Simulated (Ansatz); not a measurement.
The system is NiO.

```
Ni O
1.0
     0.00000    2.08590    2.08590
     2.08590    0.00000    2.08590
     2.08590    2.08590    0.00000
Ni O
1 1
Direct
  0.00000 0.00000 0.00000
  0.50000 0.50000 0.50000
```

Below is the output of Ansatz 0.2.0 for this cell. Logs are shortened: lines on timing, memory, paths and dates and some standing lists are left out, and cuts for length are marked.

```text
Warning: RAYON_NUM_THREADS=2 ignored (pool sized by the plan → 2); use --threads N
LAPW: plane waves up to 9.964 Å⁻¹, error target 1.0e-3 eV per atom; small_component_spin mean_spin; O in spheres of 0.943 Å, 8 of its electrons in bands, Dirac shells []; Ni in spheres of 1.143 Å, 18 of its electrons in bands, Dirac shells [] (how accurate: hamiltonian.pseudopotentials.lapw.basis_error, Limitations)
Engine: ansatz 0.2.0, aarch64-unknown-linux-gnu
Pseudopotentials: kind: all_electron
Pseudopotential: Ni, LAPW, valence charge 18, lapw/all_electron/scalar/gaussian/Ni, Koelling and Harmon's equation, gaussian nucleus
Pseudopotential: O, LAPW, valence charge 8, lapw/all_electron/scalar/gaussian/O, Koelling and Harmon's equation, gaussian nucleus
Functional definition: RPBE
  parameter kappa = 0.804
  parameter beta = 0.06672455060314922
  exchange = rpbe_x(kappa = kappa, mu = beta*pi^2/3)
  correlation = pbe_c(beta = beta)
Crystal: 2 atoms, lattice volume = 18.151 Å³
Basis set: ecut = 378.28922030100205 eV, 307 PW (Γ), exchange–correlation at level 2
Bands: 18, of which v1, the nominal top of the filled ones, is band 13 counted from 1 (12 counted from 0)
Symmetry: 48 space group operations
Space group: Fm-3m (ITA 225), of the structure as read, at distance tolerance 2.6e-5 Å
Magnetic group: BNS 225.116 (UNI 1618), of the structure as read, at distance tolerance 2.6e-5 Å
k-points: 56 of 1331
Non-local potential: Ni, projectors of the file, none
Non-local potential: O, projectors of the file, none
Initial density: superposition of atomic densities (chi_scale 0.1, normalization cell, long waves kept (reshape's long-wave potential 0.00 eV rms))
Starting moments: Σ|m| = 1 μB on 1 of 2 sites
Initial wavefunctions: plane waves of lowest kinetic energy (no species holds an atomic orbital)
Functional: x = rpbe, c = pbe(β = 0.06672455060314922)
iter 1 solved again at ethr=4.93e-3 eV; its pass at ethr=1.00e-1 eV (dr2=1.28e0 eV) is discarded
[... 16 lines left out ...]
SCF iter  11: F=—  HF=-43436.551820 eV  |F-HF|=—  |Δ(HF+E_count)|=   7.78e-9  Δρ=4.73e-6 (↑3.98e-6 ↓4.73e-6)  dr2=2.66e-10  dr2_m=3.06e-9  M=1.857 μB ∫|m|=1.866 μB  β_m=0.95  ethr=3.26e-9  ⟨swp⟩=2.4  Hψ=5628  notcnv=0
SCF iter  12: F=-43436.551820 eV  HF=-43436.551820 eV  |F-HF|=7.92e-9  |Δ(HF+E_count)|=   2.62e-8  Δρ=3.81e-6 (↑2.22e-6 ↓3.81e-6)  dr2=4.76e-9  dr2_m=6.25e-10  M=1.857 μB ∫|m|=1.866 μB  ethr=6.45e-12 (applied; sched 1.02e-12)  ⟨swp⟩=3.0  Hψ=6323  notcnv=0
SCF 1 converged in 12 iterations: F = -43436.551820 eV  dr2 = 4.76e-9
NSCF: frozen V_eff on 43 k-points
SCF converged after 12 iterations
Magnetization: 1.8568 μB (13.9284 up, 12.0716 down)
Absolute magnetization: 1.8658 μB (∫|ρ↑−ρ↓|)
Spin contamination: 0.0056 ħ² per cell (⟨S²⟩ above its minimum at these occupations)
Per-site moments (μB) at R_I (Å): [(1.543674765733094, 1.1432468861926457), (0.3011885209863392, 0.9426547241249977)]
Free energy (F): -43436.551820 eV
Harris-Foulkes:  -43436.551820 eV  (|F-HF|=7.92e-9)
Internal energy: -43436.544958 eV  (E = F + TS)
E sigma→0 (E₀):  -43436.548389 eV
Entropy (-TS):   -0.006862 eV (-3.431 meV/atom)
Fermi energy:    14.806135 eV
--- Per-component energies (eV) ---
  E_band       = -1305.067073
  E_kinetic    = 44100.569038
  E_xc         = -1971.410982
  E_electrostatic = -85565.703013  (all electrons and nuclei)
  E_smearing   = -0.006862  (= −TS)
  E_closure    = 0.000000  (closes the sum)
  E_atoms      = -43424.299544  (free atoms, spherical and without spin; not in F)
  Σ components = -43436.551820   (vs F -43436.551820, Δ=0.00e0)
  Basis errors (estimates in eV, not in F): energy 3.8e-4 per atom: plane waves 3.4e-4 (1.9e-4 summed), levels above the bands 7.4e-145, relativity 8.1e-8, radial functions 4.0e-5, core shells 3.1e-9; eigenvalues (radial functions only) 9.0e-7; not estimated: angular momenta, meshes, grids; target (lapw.basis_error) 1.0e-3; muffin-tin radii O 0.943 Å, Ni 1.143 Å
--- Forces (eV/Å), atoms counted from 1 ---
  atom   1  Ni     0.00000000     0.00000000     0.00000000
  atom   2  O      0.00000000    -0.00000000    -0.00000000
  max |Σ_I F_I| component: 3.32e-30 eV/Å
--- Stress (GPa, compression-positive) ---
       13.582052      -0.000000      -0.000000
       -0.000000      13.582052      -0.000000
       -0.000000      -0.000000      13.582052
  P = ⅓ Tr σ = 13.5821 GPa (135.821 kbar)
--- Band table (eV; the first three rows and the last of 112) ---
  k-point 0 ↑: bands = ["-492.3042", "-89.9090", "-50.2088", "-50.2088", "-50.2088", "-5.6948", "11.4622", "11.4622", "11.7785", "11.7785", "11.7785", "12.0476", "12.0476", "12.0476", "16.3236", "32.6163", "33.6419", "33.6419"]
  k-point 1 ↑: bands = ["-492.3042", "-89.9088", "-50.2112", "-50.2091", "-50.2091", "-5.6011", "10.7861", "10.7861", "10.9275", "12.0216", "12.0216", "12.3518", "12.5675", "12.5675", "16.9102", "30.7524", "33.3500", "33.3500"]
  k-point 2 ↑: bands = ["-492.3042", "-89.9082", "-50.2177", "-50.2100", "-50.2100", "-5.3392", "9.5920", "10.0468", "10.0468", "12.1832", "12.1832", "12.5753", "13.3845", "13.3845", "18.1318", "28.4620", "32.2109", "32.2109"]
  k-point 55 ↓: bands = ["-492.0684", "-87.9552", "-48.3189", "-48.3173", "-48.3083", "-3.6190", "8.8890", "8.9432", "9.8254", "13.5444", "13.7262", "13.9961", "15.2609", "15.9930", "23.8873", "25.5752", "25.7620", "28.9951"]
```

Task: What input gives this log?

Result: Band structure with RPBE, collinear spin, ferromagnetic start. The files as run (others can give the same):

input.yaml
```yaml
crystal:
  lattice:
    - [0.0, 2.0859016414, 2.0859016414]
    - [2.0859016414, 0.0, 2.0859016414]
    - [2.0859016414, 2.0859016414, 0.0]
  atoms:
    - { symbol: Ni, position: [0.0, 0.0, 0.0], spin: 1.0 }
    - { symbol: O, position: [0.5, 0.5, 0.5] }
kpoints:
  mp_grid: { grid: [11, 11, 11] }
  band_path:
    path:
      - [0.0, 0.0, 0.0]
      - [0.5, 0.0, 0.5]
      - [0.5, 0.25, 0.75]
      - [0.375, 0.375, 0.75]
      - [0.0, 0.0, 0.0]
      - [0.5, 0.5, 0.5]
      - [0.625, 0.25, 0.625]
      - [0.5, 0.25, 0.75]
    npoints: 6
scf:
  occupations: { method: fermi_dirac, width: 0.05 }
hamiltonian:
  xc: rpbe
  pseudopotentials: { kind: all_electron, lapw: { basis_error: 0.001 } }
magnetization:
  spin_polarized: true
output:
  forces: true
  stress: true
  eigenvalues: true
```

Potentials or basis: all-electron LAPW, scalar-relativistic.
Run with:
```bash
$ ansatz run input.yaml --threads 2 --pin off --max-ram 6144MiB --backend cpu --events-out ev --progress --plain --runs-dir out
```

Caveat: a cell with one magnetic atom can't hold antiferromagnetic order, which such compounds often take; semilocal functionals often make such compounds metallic where correlation or magnetic order opens a gap, which also shifts bond lengths.
